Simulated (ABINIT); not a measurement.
# CsH (Fm-3m) in ABINIT: further runs

One crystal, CsH, is run at these levels: LDA; tasks: single point, relaxation of cell and atoms.

Program: ABINIT 10.8.3 (patched build). These are calculated values, not measurements. Logs are shortened: lines on timing, memory, paths and dates and some standing lists are left out, and cuts for length are marked. The log counts tension as positive stress, the text compression.

### Step 1. Starting point

Symmetry: Fm-3m, No. 225, cubic system. Conventional cell: a = 6.376 Å, b = 6.376 Å, c = 6.376 Å, α = 90.00°, β = 90.00°, γ = 90.00°. Cs (site symmetry m-3m) is surrounded by 6 H at 3.19 Å. H (site symmetry m-3m) has 6 Cs at 3.19 Å as nearest neighbours.

### Step 2. Single point, LDA (cell relaxed)

run.abi reads:

```
# Pseudopotentials
pp_dirpath "./"
pseudos "Cs.LDA_PW-JTH.xml, H.LDA_PW-JTH.xml"

# Structure
acell 4.3237792245 4.3237792245 4.3237792245 Angstrom
rprim
     0.0000000000     0.7071067812     0.7071067812
     0.7071067812     0.0000000000     0.7071067812
     0.7071067812     0.7071067812     0.0000000000
ntypat 2
znucl 55 1
natom 2
typat 1 2
xred
     0.0000000000     0.0000000000     0.0000000000
     0.5000000000     0.5000000000     0.5000000000
chkprim 0
chksymtnons 0
tolsym 1.0e-6

# Plane-wave basis
ecut 26.0
pawecutdg 48.0

# k points
kptopt 1
ngkpt 5 5 5
nshiftk 1
shiftk 0.0 0.0 0.0

# Exchange and correlation
ixc 7

# Bands and occupations
nband 9
occopt 3
tsmear 0.00183747

# SCF cycle
nstep 100
tolvrs 1.0e-9

# Output
iomode 3
prtwf 0
prteig 0
prtebands 0
enunit 2
prtvol 2
prtden 1
prtvha 1
prtvclmb 1
prtpot 1
```

Potentials or basis: JTH PAW LDA v2.0.

On the command line:

```
$ mpirun --bind-to none -np 4 abinit run.abi > log 2>&1
```

run.abo:

```text
.Version 10.8.3 of ABINIT
 Symmetries : space group Fm -3 m (#225); Bravais cF (face-center cubic)
================================================================================
 Values of the parameters that define the memory need of the present run
     intxc =       0    ionmov =       0      iscf =      17    lmnmax =      18
     lnmax =       6     mgfft =      40  mpssoang =       3    mqgrid =    3001
     natom =       2  nloc_mem =       2    nspden =       1   nspinor =       1
    nsppol =       1      nsym =      48    n1xccc =       1    ntypat =       2
    occopt =       3   xclevel =       1
       mpw =        2455          nfft =       64000          nkpt =          10
Pmy_natom=         1
 PAW method is used; the additional fine FFT grid is defined by:
   mgfftf=        54    nfftf =    157464
================================================================================
================================================================================

--------------------------------------------------------------------------------
------------- Echo of variables that govern the present computation ------------
--------------------------------------------------------------------------------
 -outvars: echo values of preprocessed input variables --------
            acell      8.1707585632E+00  8.1707585632E+00  8.1707585632E+00 Bohr
              amu      1.32905430E+02  1.00794000E+00
          chkprim           0
      chksymtnons           0
             ecut      2.60000000E+01 Hartree
           enunit           2
              ixc           7
         kptrlatt        5    0    0      0    5    0      0    0    5
          kptrlen      4.08537928E+01
            natom           2
            nband           9
            ngfft          40      40      40
          ngfftdg          54      54      54
             nkpt          10
            nstep         100
             nsym          48
           ntypat           2
           occopt           3
        pawecutdg      4.80000000E+01 Hartree
        prtebands           0
           prteig           0
           prtpot           1
         prtvclmb           1
           prtvha           1
           prtvol           2
            prtwf           0
            rprim      0.0000000000E+00  7.0710678120E-01  7.0710678120E-01
                       7.0710678120E-01  0.0000000000E+00  7.0710678120E-01
                       7.0710678120E-01  7.0710678120E-01  0.0000000000E+00
          spgroup         225
           tolsym      1.00000000E-06
           tolvrs      1.00000000E-09
           tsmear      1.83747000E-03 Hartree
            typat      1  2
           useylm           1
           xangst      0.0000000000E+00  0.0000000000E+00  0.0000000000E+00
                       3.0573736101E+00  3.0573736101E+00  3.0573736101E+00
            xcart      0.0000000000E+00  0.0000000000E+00  0.0000000000E+00
                       5.7775987876E+00  5.7775987876E+00  5.7775987876E+00
             xred      0.0000000000E+00  0.0000000000E+00  0.0000000000E+00
                       5.0000000000E-01  5.0000000000E-01  5.0000000000E-01
            znucl       55.00000    1.00000

================================================================================

 chkinp: Checking input parameters for consistency.

================================================================================
== DATASET  1 ==================================================================

--- !DatasetInfo
iteration_state: {dtset: 1, }
dimensions: {natom: 2, nkpt: 10, mband: 9, nsppol: 1, nspinor: 1, nspden: 1, mpw: 2455, }
cutoff_energies: {ecut:  26.0, pawecutdg:  48.0, }
electrons: {nelect:   1.00000000E+01, charge:   0.00000000E+00, occopt:   3.00000000E+00, tsmear:   1.83747000E-03, }
meta: {optdriver: 0, ionmov: 0, optcell: 0, iscf: 17, paral_kgb: 0, }
...

 Exchange-correlation functional for the present dataset will be:
  LDA: Perdew-Wang 92 LSD fit to Ceperley-Alder data - ixc=7
  J.P.Perdew and Y.Wang, PRB 45, 13244 (1992)

 Real(R)+Recip(G) space primitive vectors, cartesian coordinates (Bohr,Bohr^-1):
 R(1)=  0.0000000  5.7775988  5.7775988  G(1)= -0.0865411  0.0865411  0.0865411
 R(2)=  5.7775988  0.0000000  5.7775988  G(2)=  0.0865411 -0.0865411  0.0865411
 R(3)=  5.7775988  5.7775988  0.0000000  G(3)=  0.0865411  0.0865411 -0.0865411
 Unit cell volume ucvol=  3.8571998E+02 bohr^3
 Angles (23,13,12)=  6.00000000E+01  6.00000000E+01  6.00000000E+01 degrees

 Coarse grid specifications (used for wave-functions):

[... 143 lines left out ...]
 frms,max,avg= 0.0000000E+00 0.0000000E+00   0.000E+00  0.000E+00  0.000E+00 e/A
 length scales=  8.170758563195  8.170758563195  8.170758563195 bohr
              =  4.323779224500  4.323779224500  4.323779224500 angstroms
 Fermi (or HOMO) energy (hartree) =   0.04854   Average Vxc (hartree)=  -0.30459
 Eigenvalues (hartree) for nkpt=  10  k points:
 kpt#   1, nband=  9, wtk=  0.00800, kpt=  0.0000  0.0000  0.0000 (reduced coord)
  -0.77984   -0.27347   -0.27347   -0.27347   -0.06434    0.19733    0.19733    0.19733
   0.23893
      occupation numbers for kpt#   1
   2.00000    2.00000    2.00000    2.00000    2.00000    0.00000    0.00000    0.00000
   0.00000
 kpt#   2, nband=  9, wtk=  0.06400, kpt=  0.2000  0.0000  0.0000 (reduced coord)
  -0.77822   -0.29131   -0.27521   -0.27521   -0.03801    0.15301    0.20335    0.20335
   0.22770
      occupation numbers for kpt#   2
   2.00000    2.00000    2.00000    2.00000    2.00000    0.00000    0.00000    0.00000
   0.00000
 kpt#   3, nband=  9, wtk=  0.06400, kpt=  0.4000  0.0000  0.0000 (reduced coord)
  -0.77553   -0.31498   -0.27794   -0.27794    0.00542    0.09162    0.18343    0.18343
   0.26684
      occupation numbers for kpt#   3
   2.00000    2.00000    2.00000    2.00000    2.00000    0.00000    0.00000    0.00000
[... 28 lines left out ...]
      occupation numbers for kpt#   8
   2.00000    2.00000    2.00000    2.00000    2.00000    0.00000    0.00000    0.00000
   0.00000
 kpt#   9, nband=  9, wtk=  0.09600, kpt= -0.4000  0.4000  0.0000 (reduced coord)
  -0.77359   -0.30770   -0.29607   -0.28588   -0.03092    0.12302    0.20130    0.25933
   0.27092
      occupation numbers for kpt#   9
   2.00000    2.00000    2.00000    2.00000    2.00000    0.00000    0.00000    0.00000
   0.00000
 kpt#  10, nband=  9, wtk=  0.19200, kpt= -0.4000  0.4000  0.2000 (reduced coord)
  -0.77392   -0.30615   -0.29524   -0.28649   -0.01927    0.14528    0.15386    0.22190
   0.30302
      occupation numbers for kpt#  10
   2.00000    2.00000    2.00000    2.00000    2.00000    0.00000    0.00000    0.00000
   0.00000
 Fermi (or HOMO) energy (eV) =   1.32086   Average Vxc (eV)=  -8.28831
 Eigenvalues (   eV  ) for nkpt=  10  k points:
 kpt#   1, nband=  9, wtk=  0.00800, kpt=  0.0000  0.0000  0.0000 (reduced coord)
 -21.22061   -7.44144   -7.44144   -7.44144   -1.75091    5.36974    5.36974    5.36974
   6.50163
 kpt#   2, nband=  9, wtk=  0.06400, kpt=  0.2000  0.0000  0.0000 (reduced coord)
 -21.17645   -7.92683   -7.48898   -7.48898   -1.03424    4.16348    5.53351    5.53351
   6.19602
 kpt#   3, nband=  9, wtk=  0.06400, kpt=  0.4000  0.0000  0.0000 (reduced coord)
 -21.10323   -8.57105   -7.56321   -7.56321    0.14736    2.49315    4.99144    4.99144
   7.26099
 kpt#   4, nband=  9, wtk=  0.04800, kpt=  0.2000  0.2000  0.0000 (reduced coord)
 -21.16200   -7.90390   -7.58364   -7.58364   -0.99182    4.18319    4.75921    6.03472
   6.03472
 kpt#   5, nband=  9, wtk=  0.19200, kpt=  0.4000  0.2000  0.0000 (reduced coord)
 -21.09861   -8.35577   -7.72761   -7.67090   -0.46004    3.41787    4.46272    5.97047
   6.92445
 kpt#   6, nband=  9, wtk=  0.19200, kpt= -0.4000  0.2000  0.0000 (reduced coord)
 -21.07370   -8.50282   -7.88357   -7.63376   -0.06646    2.93149    4.75260    5.51522
   7.97243
 kpt#   7, nband=  9, wtk=  0.09600, kpt= -0.2000  0.2000  0.0000 (reduced coord)
 -21.12258   -8.23760   -7.76355   -7.52149   -0.36806    3.63112    4.22479    5.69997
   6.43203
 kpt#   8, nband=  9, wtk=  0.04800, kpt=  0.4000  0.4000  0.0000 (reduced coord)
 -21.06599   -8.41463   -7.80097   -7.80097   -1.06240    3.12203    5.58996    7.93448
   7.93448
 kpt#   9, nband=  9, wtk=  0.09600, kpt= -0.4000  0.4000  0.0000 (reduced coord)
 -21.05047   -8.37295   -8.05658   -7.77929   -0.84136    3.34741    5.47756    7.05683
   7.37216
 kpt#  10, nband=  9, wtk=  0.19200, kpt= -0.4000  0.4000  0.2000 (reduced coord)
 -21.05941   -8.33089   -8.03378   -7.79566   -0.52442    3.95327    4.18667    6.03817
   8.24549
 Total charge density [el/Bohr^3]
)     Maximum=    2.4130E-01  at reduced coord.    0.5000    0.5000    0.5000
)Next maximum=    2.2846E-01  at reduced coord.    0.5000    0.5000    0.5185
)     Minimum=    1.1637E-03  at reduced coord.    0.2593    0.2407    0.2407
)Next minimum=    1.1637E-03  at reduced coord.    0.2407    0.2593    0.2407
   Integrated=    1.0000E+01

--- !EnergyTerms
iteration_state     : {dtset: 1, }
comment             : Components of total free energy in Hartree
kinetic             :  5.82238939004322E+00
hartree             :  2.87627244113846E+00
xc                  : -1.25863725105938E+01
Ewald energy        : -1.71167078464643E+01
psp_core            :  1.39485920621845E+00
local_psp           : -9.21585062100861E+00
PAW spherical_terms :  7.65273603723417E+00
internal            : -2.11726739034324E+01
'-kT*entropy'       : -7.60803415289798E-13
total_energy        : -2.11726739034332E+01
total_energy_eV     : -5.76137807446522E+02
...

--- !EnergyTermsDC
iteration_state     : {dtset: 1, }
comment             : '"Double-counting" decomposition of free energy'
band_energy         : -3.33639828143630E+00
Ewald energy        : -1.71167078464643E+01
psp_core            :  1.39485920621845E+00
xc_dc               : -9.88159272166071E+00
PAW spherical_terms :  7.76716631149270E+00
internal            : -2.11726733318502E+01
'-kT*entropy'       : -7.60803415289798E-13
total_energy_dc     : -2.11726733318510E+01
total_energy_dc_eV  : -5.76137791892978E+02
...

--- !EnergyTermsWithPAWCore
iteration_state     : {dtset: 1, }
comment             : 'Components of total free energy, including PAW core contributions'
Total energy        : -7.78145928495270E+03
Total energy DC     : -7.78145928438111E+03
Total energy (eV)   : -2.11744294160223E+05
Total energy DC (eV): -2.11744294144669E+05
...

 Cartesian components of stress tensor (hartree/bohr^3)
  sigma(1 1)=  7.52013829E-06  sigma(3 2)=  0.00000000E+00
  sigma(2 2)=  7.52013829E-06  sigma(3 1)=  0.00000000E+00
  sigma(3 3)=  7.52013829E-06  sigma(2 1)=  0.00000000E+00

-Cartesian components of stress tensor (GPa)         [Pressure= -2.2125E-01 GPa]
- sigma(1 1)=  2.21250107E-01  sigma(3 2)=  0.00000000E+00
- sigma(2 2)=  2.21250107E-01  sigma(3 1)=  0.00000000E+00
- sigma(3 3)=  2.21250107E-01  sigma(2 1)=  0.00000000E+00

== END DATASET(S) ==============================================================
================================================================================

 -outvars: echo values of variables after computation  --------
            acell      8.1707585632E+00  8.1707585632E+00  8.1707585632E+00 Bohr
           etotal     -2.1172673332E+01
            fcart     -0.0000000000E+00 -0.0000000000E+00 -0.0000000000E+00
                      -0.0000000000E+00 -0.0000000000E+00 -0.0000000000E+00
            rprim      0.0000000000E+00  7.0710678120E-01  7.0710678120E-01
                       7.0710678120E-01  0.0000000000E+00  7.0710678120E-01
                       7.0710678120E-01  7.0710678120E-01  0.0000000000E+00
           strten      7.5201382886E-06  7.5201382886E-06  7.5201382886E-06
                       0.0000000000E+00  0.0000000000E+00  0.0000000000E+00
           xangst      0.0000000000E+00  0.0000000000E+00  0.0000000000E+00
                       3.0573736101E+00  3.0573736101E+00  3.0573736101E+00
             xred      0.0000000000E+00  0.0000000000E+00  0.0000000000E+00
                       5.0000000000E-01  5.0000000000E-01  5.0000000000E-01
 Calculation completed.
```

Wall time 3.7 s (4 MPI ranks of Intel Xeon Platinum 8375C at 2.90GHz (Ice Lake), shared host); peak memory 0.4 GiB.

What came out:

- Free energy: -576.1378 eV
- Pressure: -0.2 GPa
- Band gap on the k mesh: 2.35 eV, direct
- Valence electrons inside the program's atomic spheres: Cs 5.34; H 0.40

Caveat: spin-orbit coupling is left out, which moves the levels of the heavy elements; an odd mesh through Γ misses points on the zone boundary, where band edges often lie.

### Step 3. Relaxation of cell and atoms, LDA

run.abi reads:

```
pp_dirpath "./"
pseudos "Cs.upf, H.upf"

acell 8.519854491 8.519854491 8.519854491
rprim
     0.0000000000     0.7071067812     0.7071067812
     0.7071067812     0.0000000000     0.7071067812
     0.7071067812     0.7071067812     0.0000000000
ntypat 2
znucl 55 1
natom 2
typat 1 2
chkprim 0
chksymtnons 0
tolsym 1.0e-6
xred
            0.0            0.0            0.0
            1/2            1/2            1/2

ecut 37.0
ecutsm 0.5

kptopt 1
ngkpt 5 5 5
nshiftk 1
shiftk 0.0 0.0 0.0

ixc 7

nband 9
occopt 3
tsmear 0.05 eV

nstep 80
tolvrs 1.0e-12

iomode 3
prteig 0
prtebands 0
prtwf 0
prtden 0

ionmov 2
optcell 2
ntime 50
tolmxf 2.0e-5
dilatmx 1.08
```

Potentials or basis: PseudoDojo NC SR LDA v0.4.1 standard.

On the command line:

```
$ mpirun --bind-to none -np 4 abinit run.abi > log 2>&1
```

Wall time 21 s (4 MPI ranks of Intel Xeon 6975P-C (Granite Rapids), shared host); peak memory 0.4 GiB.

Results (log left out):

```yaml
Free_energy: -653.8444 eV
Relaxed_volume: 28.27 Å³/atom
Relaxed_cell: a = 4.308 Å, b = 4.308 Å, c = 4.308 Å, α = 60.00°, β = 60.00°, γ = 60.00°
Space_group_after_relaxing_to_0.05_Å: Fm-3m (No. 225)
Energy_gained_by_relaxing: 18.2 meV/atom
Ionic_steps: 5
Pressure_after_relaxing: 0.0 GPa
Band_gap_on_the_k_mesh: 2.34 eV, direct
```

The path:
```tsv
step	energy change (eV)	largest force (eV/Å)	pressure (GPa)	volume (Å³)
1	0.0000	0.0000	-1.27	64.80
2	-0.0020	0.0000	-1.24	64.55
3	-0.0354	0.0000	0.27	55.31
4	-0.0364	0.0000	-0.04	56.71
5	-0.0364	0.0000	0.00	56.54
```

Final structure:
```xyz
2
Lattice="0.0000 3.0463 3.0463 3.0463 0.0000 3.0463 3.0463 3.0463 0.0000" Properties=species:S:1:pos:R:3 pbc="T T T"
Cs    0.0000    0.0000    0.0000
H     3.0463    3.0463    3.0463
```

Caveat: spin-orbit coupling is left out, which moves the levels of the heavy elements; an odd mesh through Γ misses points on the zone boundary, where band edges often lie; the volume moved by -13 % from the deposited cell, more than functionals usually miss.

### Step 4. Single point, LDA (cell relaxed)

run.abi reads:

```
pp_dirpath "./"
pseudos "Cs.upf, H.upf"

acell 3*1.0
rprim
     0.0000000000     5.7566107482     5.7566107482
     5.7566107482     0.0000000000     5.7566107482
     5.7566107482     5.7566107482     0.0000000000
ntypat 2
znucl 55 1
natom 2
typat 1 2
xred
     0.0000000000     0.0000000000     0.0000000000
     0.5000000000     0.5000000000     0.5000000000
chkprim 0
chksymtnons 0
tolsym 1.0e-6

ecut 37.0

kptopt 1
ngkpt 5 5 5
nshiftk 1
shiftk 0.0 0.0 0.0

ixc 7

nband 9
occopt 3
tsmear 0.05 eV

nstep 100
tolvrs 1.0e-10

iomode 3
prtwf 0
prtden 0
prteig 0
prtebands 0
enunit 2
```

On the command line:

```
$ mpirun --bind-to none -np 4 abinit run.abi > log 2>&1
```

Wall time 3.5 s (4 MPI ranks of Intel Xeon 6975P-C (Granite Rapids), shared host); peak memory 0.32 GiB.

The run converged. Its results:

```
Free energy                                           : -653.8444 eV
Pressure                                              : 0.0 GPa
Band gap on the k mesh                                : 2.34 eV, direct
Valence electrons inside the program's atomic spheres : Cs 4.53; H 1.14
```

Levels at points of the mesh, in eV from the valence-band top:
```csv
k point,band 2,band 3,band 4,band 5,band 6,band 7,band 8,band 9
"(0.00, 0.00, 0.00)",-7.57,-7.57,-7.57,-1.91,5.24,5.24,5.24,6.41
```

Caveat: spin-orbit coupling is left out, which moves the levels of the heavy elements; an odd mesh through Γ misses points on the zone boundary, where band edges often lie.

### Step 5. Single point, LDA

run.abi reads:

```
# Pseudopotentials
pp_dirpath "./"
pseudos "Cs.upf, H.upf"

# Structure
acell 4.5085128368 4.5085128368 4.5085128368 Angstrom
rprim
     0.0000000000     0.7071067812     0.7071067812
     0.7071067812     0.0000000000     0.7071067812
     0.7071067812     0.7071067812     0.0000000000
ntypat 2
znucl 55 1
natom 2
typat 1 2
xcart
     0.0000000000     0.0000000000     0.0000000000
     3.1880000000     3.1880000000     3.1880000000 Angstrom

# Plane-wave basis
ecut 761.918815 eV

# k points
kptopt 1
ngkpt 5 5 5
nshiftk 1
shiftk 0.0 0.0 0.0

# Exchange and correlation
ixc 7

# Bands and occupations
nband 9
occopt 3
tsmear 0.05 eV

# SCF cycle
nstep 100
tolvrs 1.0e-10

# Output
iomode 3
prtwf 0
prtden 0
prteig 0
prtebands 0
enunit 2
```

On the command line:

```
$ mpirun --bind-to none -np 4 abinit run.abi > log 2>&1
```

Wall time 4.1 s (4 MPI ranks of Arm Neoverse V2, shared host); peak memory 0.28 GiB.

It converged, with:

| Property | Result |
| --- | --- |
| Free energy | -653.8046 eV |
| Pressure | -1.3 GPa |
| Band gap on the k mesh | 2.48 eV, direct |
| Valence electrons inside the program's atomic spheres | Cs 4.47; H 1.09 |

Levels at points of the mesh, in eV from the valence-band top:
| k point | band 1 | band 2 | band 3 | band 4 | band 5 | band 6 | band 7 | band 8 | band 9 |
| --- | --- | --- | --- | --- | --- | --- | --- | --- | --- |
| (0.00, 0.00, 0.00) | -21.28 | -7.66 | -7.66 | -7.66 | -1.63 | 5.25 | 5.25 | 5.25 | 5.90 |

Caveat: spin-orbit coupling is left out, which moves the levels of the heavy elements; an odd mesh through Γ misses points on the zone boundary, where band edges often lie.

### Step 6. Single point, LDA

run.abi: that of step 5 with these lines changed.

```diff
@@ -14,8 +14,8 @@
 typat 1 2
-xcart
+xred
      0.0000000000     0.0000000000     0.0000000000
-     3.1880000000     3.1880000000     3.1880000000 Angstrom
+     0.5000000000     0.5000000000     0.5000000000
 
 # Plane-wave basis
-ecut 761.918815 eV
+ecut 28.0
 
@@ -42,5 +42,8 @@
 prtwf 0
-prtden 0
 prteig 0
 prtebands 0
-enunit 2
+prtden 1
+prtvha 1
+prtvclmb 1
+prtpot 1
+prtelf 1
```

Potentials or basis: PseudoDojo NC SR LDA v0.4.1 standard.

On the command line:

```
$ mpirun --bind-to none -np 4 abinit run.abi > log 2>&1
```

Wall time 4.4 s (4 MPI ranks of Arm Neoverse V2, shared host); peak memory 0.28 GiB.

It converged, with:

```
Free energy                                           : -653.8046 eV
Pressure                                              : -1.3 GPa
Band gap on the k mesh                                : 2.48 eV, direct
Valence electrons inside the program's atomic spheres : Cs 4.47; H 1.09
```

Levels at points of the mesh, in eV from the valence-band top:
```tsv
k point	band 2	band 3	band 4	band 5	band 6	band 7	band 8	band 9
(0.00, 0.00, 0.00)	-7.66	-7.66	-7.66	-1.63	5.25	5.25	5.25	5.90
```

Caveat: spin-orbit coupling is left out, which moves the levels of the heavy elements; an odd mesh through Γ misses points on the zone boundary, where band edges often lie.

### Step 7. The runs side by side

```tsv
task	potentials or basis	cell	cutoff (eV)	fine-grid cutoff	cell freedom (optcell)	optimiser (ionmov)	cutoff smearing ecutsm (Ha)	force stop (Ha/bohr)	gap on the mesh (eV)	pressure (GPa)
single point	JTH PAW LDA v2.0	cell relaxed	707	1306.15 eV	-	-	-	-	2.35	-0.2
relaxation of cell and atoms	PseudoDojo NC SR LDA v0.4.1 standard	relaxed	1007	-	2	2	0.5	2e-05	2.34	0.0
single point	PseudoDojo NC SR LDA v0.4.1 standard	cell relaxed	1007	-	-	-	-	-	2.34	0.0
single point	PseudoDojo NC SR LDA v0.4.1 standard	as given	762	-	-	-	-	-	2.48	-1.3
```

Alike in all rows: level LDA; no spin polarisation; k mesh 5 × 5 × 5; smearing fermi-dirac 0.05 eV.

Caveats: spin-orbit coupling is left out, which moves the levels of the heavy elements; an odd mesh through Γ misses points on the zone boundary, where band edges often lie; the volume moved by -13 % from the deposited cell, more than functionals usually miss (some runs).

Absolute energies hang on the potentials; compare differences alone.
